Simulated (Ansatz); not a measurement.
**Li: changing the functional**

Symmetry: P4/mmm, No. 123, tetragonal system. Conventional cell: a = 5.334 Å, b = 5.334 Å, c = 2.803 Å, α = 90.00°, β = 90.00°, γ = 90.00°. Li (site symmetry mmm) has 4 Li at 2.67 to 2.80 Å as nearest neighbours. Around Li (site symmetry 4/mmm) lie 6 Li at 2.67 to 2.80 Å.

This isn't the form of Li at room conditions, which is bcc.

Kept alike: task band structure; k mesh 5 × 5 × 9; occupations fermi-dirac, width 0.05 eV; no spin polarisation. Program: Ansatz, Ansatz PAW. Cutoffs run from 420 to 500 eV. The mesh is that of the run's cell of 3 atoms. No spin-orbit coupling.

```csv
functional,pressure (GPa)
BLYP,0.10
LDA,-0.54
PBE,0.00
PBEsol,-0.01
RPBE,0.36
r2SCAN,0.37
revPBE,0.39
```

Pressure is positive in compression, with a Pulay correction for the finite cutoff. For a metal such a mesh leaves the last digits unconverged. All rows use potentials made for PBE.

Task: What does the functional change here?

Result: The pressure runs from -0.54 (LDA) to 0.39 GPa (revPBE). From PBE: BLYP +0.10; LDA -0.54; PBEsol -0.01; RPBE +0.36; r2SCAN +0.37; revPBE +0.39.
